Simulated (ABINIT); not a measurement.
# As (R-3m) in ABINIT: settings compared

The runs below take As through relaxation of cell and atoms, with LDA, PBEsol.

All numbers are computed with ABINIT 10.8.3 (patched build); they aren't measurements. Logs are shortened: lines on timing, memory, paths and dates and some standing lists are left out, and cuts for length are marked. The log counts tension as positive stress, the text compression.

### Step 1. Starting point

It takes space group R-3m (No. 166, trigonal). The conventional cell has a = 3.762 Å, b = 3.762 Å, c = 10.542 Å, α = 90.00°, β = 90.00°, γ = 120.00°. As (site symmetry 3m) has 3 As at 2.51 Å as nearest neighbours.

### Step 2. Relaxation of cell and atoms, LDA

run.abi

```
# Pseudopotentials
pp_dirpath "./"
pseudos "As.LDA_PW-JTH.xml"

# Structure
acell 7.8064586208 7.8064586208 7.8064586208
rprim
     0.4552885255     0.2628609527     0.8506564983
    -0.4552885255     0.2628609527     0.8506564983
     0.0000000000    -0.5257219055     0.8506564983
ntypat 1
znucl 33
natom 2
typat 1 1
xred
     0.2260000000     0.2260000000     0.2260000000
     0.7740000000     0.7740000000     0.7740000000
chkprim 0
chksymtnons 0
tolsym 1.0e-6

# Plane-wave basis
ecut 15.0
pawecutdg 30.0

# k points
kptopt 1
ngkpt 9 9 9
nshiftk 1
shiftk 0.0 0.0 0.0

# Exchange and correlation
ixc 7

# Bands and occupations
nband 19
occopt 3
tsmear 0.05 eV

# SCF cycle
nstep 100
tolvrs 1.0e-9

# Output
iomode 3
prtwf 0
prtden 0
prteig 0
prtebands 0
enunit 1

# Relaxation
ionmov 2
ntime 60
tolmxf 0.0002
optcell 2
dilatmx 1.08
ecutsm 0.5
```

Potentials or basis: JTH PAW LDA v2.0.

The run is started by

```sh
> abinit run.abi > log 2>&1
```

run.abo:

```text
.Version 10.8.3 of ABINIT
 Symmetries : space group R-3 m (#166); Bravais hR (rhombohedral)
================================================================================
 Values of the parameters that define the memory need of the present run
     intxc =       0    ionmov =       2      iscf =      17    lmnmax =      18
     lnmax =       6     mgfft =      30  mpssoang =       3    mqgrid =    3001
     natom =       2  nloc_mem =       2    nspden =       1   nspinor =       1
    nsppol =       1      nsym =      12    n1xccc =       1    ntypat =       1
    occopt =       3   xclevel =       1
       mpw =        1036          nfft =       27000          nkpt =          85
 PAW method is used; the additional fine FFT grid is defined by:
   mgfftf=        45    nfftf =     91125
================================================================================
================================================================================

--------------------------------------------------------------------------------
------------- Echo of variables that govern the present computation ------------
--------------------------------------------------------------------------------
 -outvars: echo values of preprocessed input variables --------
            acell      7.8064586208E+00  7.8064586208E+00  7.8064586208E+00 Bohr
              amu      7.49215900E+01
          chkprim           0
      chksymtnons           0
          dilatmx      1.08000000E+00
             ecut      1.50000000E+01 Hartree
           ecutsm      5.00000000E-01 Hartree
           enunit           1
           ionmov           2
                       outvar_i_n : Printing only first  50 k-points.
              ixc           7
                       outvar_i_n : Printing only first  50 k-points.
         kptrlatt        9    0    0      0    9    0      0    0    9
          kptrlen      6.39754386E+01
            natom           2
            nband          19
            ngfft          30      30      30
          ngfftdg          45      45      45
             nkpt          85
            nstep         100
             nsym          12
            ntime          60
           ntypat           1
                       prtocc : prtvol=0, do not print more k-points.
           occopt           3
          optcell           2
        pawecutdg      3.00000000E+01 Hartree
           prtden           0
        prtebands           0
           prteig           0
            prtwf           0
            rprim      4.5528852550E-01  2.6286095270E-01  8.5065649830E-01
                      -4.5528852550E-01  2.6286095270E-01  8.5065649830E-01
                       0.0000000000E+00 -5.2572190550E-01  8.5065649830E-01
          spgroup         166
           tolmxf      2.00000000E-04
           tolsym      1.00000000E-06
           tolvrs      1.00000000E-09
           tsmear      1.83746611E-03 Hartree
            typat      1  1
           useylm           1
                       outvars : Printing only first  50 k-points.
           xangst      1.4428841128E-17 -9.3360773550E-11  2.3825340306E+00
                       1.0307210352E-16 -3.1974000772E-10  8.1596519456E+00
            xcart      2.7266558046E-17 -1.7642629291E-10  4.5023368035E+00
                       1.9477804688E-16 -6.0422104609E-10  1.5419507460E+01
             xred      2.2600000000E-01  2.2600000000E-01  2.2600000000E-01
                       7.7400000000E-01  7.7400000000E-01  7.7400000000E-01
            znucl       33.00000

================================================================================

 chkinp: Checking input parameters for consistency.

================================================================================
== DATASET  1 ==================================================================

--- !DatasetInfo
iteration_state: {dtset: 1, }
dimensions: {natom: 2, nkpt: 85, mband: 19, nsppol: 1, nspinor: 1, nspden: 1, mpw: 1036, }
cutoff_energies: {ecut:  15.0, pawecutdg:  30.0, }
electrons: {nelect:   3.00000000E+01, charge:   0.00000000E+00, occopt:   3.00000000E+00, tsmear:   1.83746611E-03, }
meta: {optdriver: 0, ionmov: 2, optcell: 2, iscf: 17, paral_kgb: 0, }
...

 Exchange-correlation functional for the present dataset will be:
  LDA: Perdew-Wang 92 LSD fit to Ceperley-Alder data - ixc=7
  J.P.Perdew and Y.Wang, PRB 45, 13244 (1992)

 Real(R)+Recip(G) space primitive vectors, cartesian coordinates (Bohr,Bohr^-1):
 R(1)=  3.5541910  2.0520132  6.6406148  G(1)=  0.1406790  0.0812211  0.0501962
 R(2)= -3.5541910  2.0520132  6.6406148  G(2)= -0.1406790  0.0812211  0.0501962
 R(3)=  0.0000000 -4.1040263  6.6406148  G(3)=  0.0000000 -0.1624421  0.0501962
 Unit cell volume ucvol=  2.9058985E+02 bohr^3
 Angles (23,13,12)=  5.41670000E+01  5.41670000E+01  5.41670000E+01 degrees

 Coarse grid specifications (used for wave-functions):

 getcut: wavevector=  0.0000  0.0000  0.0000  ngfft=  30  30  30
         ecut(hartree)=     17.496   => boxcut(ratio)=   2.04143

 Fine grid specifications (used for densities):

 getcut: wavevector=  0.0000  0.0000  0.0000  ngfft=  45  45  45
         ecut(hartree)=     34.992   => boxcut(ratio)=   2.11672

--- Pseudopotential description ------------------------------------------------
- pspini: atom type   1  psp file is ./As.LDA_PW-JTH.xml
 Pseudopotential format is: paw10
 basis_size (lnmax)=  6 (lmn_size= 18), orbitals=   0   0   1   1   2   2
 Spheres core radius: rc_sph= 2.10391912
 Shapefunction is BESSEL type: shapef(r,l)=aa(1,l)*jl(q(1,l)*r)+aa(2,l)*jl(q(2,l)*r)
 Radius for shape functions =  1.70360438
 Compensation charge density is not taken into account in XC energy/potential

   1.32754048E+03                                ecore*ucvol(ha*bohr**3)
--------------------------------------------------------------------------------

================================================================================

=== [ionmov= 2] Broyden-Fletcher-Goldfarb-Shanno method (forces)
================================================================================

--- Iteration: ( 1/60) Internal Cycle: (1/1)
--------------------------------------------------------------------------------

---SELF-CONSISTENT-FIELD CONVERGENCE--------------------------------------------
[... 683 lines left out ...]
 Difference of energy with previous step (new-old):
           Absolute (Ha)=-3.44128E-05
           Relative     =-1.50757E-07

 At Broyd/MD step   7, gradients are converged :
  max grad (force/stress) = 1.2915E-04 < tolmxf= 2.0000E-04 ha/bohr (free atoms)

================================================================================

 ----iterations are completed or convergence reached----

 Mean square residual over all n,k,spin=   31.793E-13; max=  27.229E-10
 reduced coordinates (array xred) for    2 atoms
       0.230342934821      0.230342934821      0.230342934821
       0.769657065179      0.769657065179      0.769657065179
 rms dE/dt=  2.4637E-04; max dE/dt=  2.4637E-04; dE/dt below (all hartree)
    1      -0.000246365228     -0.000246365228     -0.000246365228
    2       0.000246365228      0.000246365228      0.000246365228

 cartesian coordinates (angstrom) at end:
    1      0.00000000000000    -0.00000000009018     2.30124822149102
    2     -0.00000000000000    -0.00000000030131     7.68928273742080

 cartesian forces (hartree/bohr) at end:
    1     -0.00000000000000     0.00000000000000     0.00003914832902
    2      0.00000000000000    -0.00000000000000    -0.00003914832902
 frms,max,avg= 2.2602298E-05 3.9148329E-05   0.000E+00  0.000E+00  0.000E+00 h/b

 cartesian forces (eV/Angstrom) at end:
    1     -0.00000000000000     0.00000000000000     0.00201308801765
    2      0.00000000000000    -0.00000000000000    -0.00201308801765
 frms,max,avg= 1.1622569E-03 2.0130880E-03   0.000E+00  0.000E+00  0.000E+00 e/A
 length scales=  7.513554085461  7.513554085461  7.513554085516 bohr
              =  3.976001592216  3.976001592216  3.976001592245 angstroms
 Fermi (or HOMO) energy (eV) =   6.89663   Average Vxc (eV)= -10.22129
 Eigenvalues (   eV  ) for nkpt=  85  k points:
 kpt#   1, nband= 19, wtk=  0.00137, kpt=  0.0000  0.0000  0.0000 (reduced coord)
 -29.45638  -29.45638  -29.41003  -29.41003  -29.38351  -29.33961  -29.33961  -29.32991
 -29.29026  -29.29026   -8.42364    1.35527    4.53462    4.79742    4.79742    9.05305
  10.08050   10.08050   13.44332
 prteigrs : prtvol=0 or 1, do not print more k-points.

--- !EnergyTerms
iteration_state     : {dtset: 1, itime: 7, icycle: 1, }
comment             : Components of total free energy in Hartree
kinetic             :  7.91818175618974E+00
hartree             :  6.38012575322410E+01
xc                  : -4.31710062765487E+00
Ewald energy        : -1.22567093132912E+02
psp_core            :  4.81866904001354E+00
local_psp           : -1.75766829945793E+02
PAW spherical_terms : -2.15400107226109E+00
internal            : -2.28266916450177E+02
'-kT*entropy'       : -4.86802630108231E-05
total_energy        : -2.28266965130440E+02
total_energy_eV     : -6.21146055536228E+03
...

--- !EnergyTermsDC
iteration_state     : {dtset: 1, itime: 7, icycle: 1, }
comment             : '"Double-counting" decomposition of free energy'
band_energy         : -2.14706625895227E+01
Ewald energy        : -1.22567093132912E+02
psp_core            :  4.81866904001354E+00
xc_dc               : -6.25235723895848E+01
PAW spherical_terms : -2.65242485418895E+01
internal            : -2.28266907613896E+02
'-kT*entropy'       : -4.86802630108231E-05
total_energy_dc     : -2.28266956294159E+02
total_energy_dc_eV  : -6.21146031491481E+03
...

--- !EnergyTermsWithPAWCore
iteration_state     : {dtset: 1, itime: 7, icycle: 1, }
comment             : 'Components of total free energy, including PAW core contributions'
Total energy        : -4.51590335054422E+03
Total energy DC     : -4.51590334170794E+03
Total energy (eV)   : -1.22883990321179E+05
Total energy DC (eV): -1.22883990080731E+05
...

 rms coord change=  4.3429E-03   atom, delta coord (reduced):
     1        0.004342934821      0.004342934821      0.004342934821
     2       -0.004342934821     -0.004342934821     -0.004342934821

 Cartesian components of stress tensor (hartree/bohr^3)
  sigma(1 1)= -1.62370856E-07  sigma(3 2)=  6.85371559E-13
  sigma(2 2)= -1.62367790E-07  sigma(3 1)=  0.00000000E+00
  sigma(3 3)=  1.29151344E-06  sigma(2 1)=  0.00000000E+00

-Cartesian components of stress tensor (GPa)         [Pressure= -9.4812E-03 GPa]
- sigma(1 1)= -4.77711553E-03  sigma(3 2)=  2.01643274E-08
- sigma(2 2)= -4.77702532E-03  sigma(3 1)=  0.00000000E+00
- sigma(3 3)=  3.79976372E-02  sigma(2 1)=  0.00000000E+00

== END DATASET(S) ==============================================================
================================================================================

 -outvars: echo values of variables after computation  --------
            acell      7.5135540855E+00  7.5135540855E+00  7.5135540855E+00 Bohr
           etotal     -2.2826695629E+02
            fcart     -9.4231702885E-22  5.9716079872E-24  3.9148329017E-05
                       9.4231702885E-22 -5.9716079872E-24 -3.9148329017E-05
            rprim      4.7313657032E-01  2.7316552618E-01  8.3756932915E-01
                      -4.7313657032E-01  2.7316552618E-01  8.3756932915E-01
                       0.0000000000E+00 -5.4633105245E-01  8.3756932915E-01
           strten     -1.6237085648E-07 -1.6236779042E-07  1.2915134368E-06
                       6.8537155859E-13  0.0000000000E+00  0.0000000000E+00
           xangst      2.2064099740E-17 -9.0175528512E-11  2.3012482215E+00
                      -4.1674836547E-17 -3.0130825615E-10  7.6892827374E+00
             xred      2.3034293482E-01  2.3034293482E-01  2.3034293482E-01
                       7.6965706518E-01  7.6965706518E-01  7.6965706518E-01
 Calculation completed.
```

Wall time 4.9 min (1 thread of Arm Neoverse V2, shared host); peak memory 0.13 GiB.

What came out:

| Item | Value |
| --- | --- |
| Free energy | -6211.4603 eV |
| Relaxed volume | 20.41 Å³/atom |
| Relaxed cell | a = 3.976 Å, b = 3.976 Å, c = 3.976 Å, α = 56.48°, β = 56.48°, γ = 56.48° |
| Space group after relaxing (to 0.05 Å) | R-3m (No. 166) |
| Energy gained by relaxing | 13.3 meV/atom |
| Ionic steps | 7 |
| Pressure after relaxing | 0.0 GPa |
| Band gap on the k mesh | 0.09 eV, indirect (least direct gap 0.60 eV) |
| Valence electrons inside the program's atomic spheres | As 12.62 (radii [1.1133] Å) |

Forces in eV/Å, atoms in the order of the input:
```
As   0.000  0.000  0.002
As   0.000  0.000 -0.002
```

The path:
```csv
step,energy change (eV),largest force (eV/Å),pressure (GPa),volume (Å³)
1,0.0000,0.2734,-1.34,43.06
2,-0.0029,0.2519,-1.18,42.88
3,-0.0166,0.0389,0.49,41.24
4,-0.0176,0.0227,0.40,41.23
5,-0.0252,0.1358,-0.56,40.99
6,-0.0257,0.1022,-0.45,40.98
7,-0.0266,0.0020,-0.01,40.82
```

Final structure:
```xyz
2
Lattice="1.8812 1.0861 3.3302 -1.8812 1.0861 3.3302 0.0000 -2.1722 3.3302" Properties=species:S:1:pos:R:3 pbc="T T T"
As    0.0000    0.0000    2.3012
As    0.0000    0.0000    7.6893
```

Levels at points of the mesh, in eV from the valence-band top:
| k point | band 12 | band 13 | band 14 | band 15 | band 16 | band 17 | band 18 | band 19 |
| --- | --- | --- | --- | --- | --- | --- | --- | --- |
| (0.00, 0.00, 0.00) | -5.48 | -2.30 | -2.04 | -2.04 | 2.22 | 3.24 | 3.24 | 6.61 |

Caveat: an odd mesh through Γ misses points on the zone boundary, where band edges often lie.

[end of part 1 of 2]
